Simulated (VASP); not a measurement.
Input of a VASP 6.6.1 run:

File INCAR:

```
PREC = Accurate
ENCUT = 520
EDIFF = 1E-6
ISMEAR = 0
SIGMA = 0.1
LREAL = F
LASPH = T
NELM = 100
ALGO = Fast
ISIF = 2
LWAVE = F
LCHARG = F
LDIPOL = T
IDIPOL = 3
DIPOL = 0.5 0.5 0.341
GGA = PE
NBANDS = 34
```

KPOINTS

```
Automatic mesh
0
Gamma
  9 6 1
```

Contents of POSCAR:

```
Nb4H
1.0
    2.9829001615      0.0000000000      0.0000000000
    0.0000000000      4.2184578637      0.0000000000
    0.0000000000      0.0000000000     19.8127690725
Nb H
4 1
Direct
    0.5000000000      0.5000000000      0.2018900026
    0.0000000000      0.0000000000      0.2771672178
    0.5000000000      0.5000000000      0.3569599732
    0.0000000000      0.0000000000      0.4195662425
    0.3333333333      0.4000000000      0.4496211787
```

Potentials or basis: VASP PAW PBE potentials, release 64 (Nb_sv, H).

The run is started by

```sh
$ cat potpaw_PBE.64/Nb_sv/POTCAR potpaw_PBE.64/H/POTCAR > POTCAR
$ mpirun -np 1 vasp_std > vasp.out
```

Task: Estimate the band gap on the k mesh.

Result: None (metal or under the smearing width).

Task: Estimate the largest force.

Result: 1.212 eV/Å.

Forces on the atoms (eV/Å):
```
Nb  -0.080  0.044  1.208
Nb   0.108 -0.025 -1.114
Nb  -0.440  0.028 -0.337
Nb   0.265  0.140  0.228
H    0.147 -0.187  0.015
```
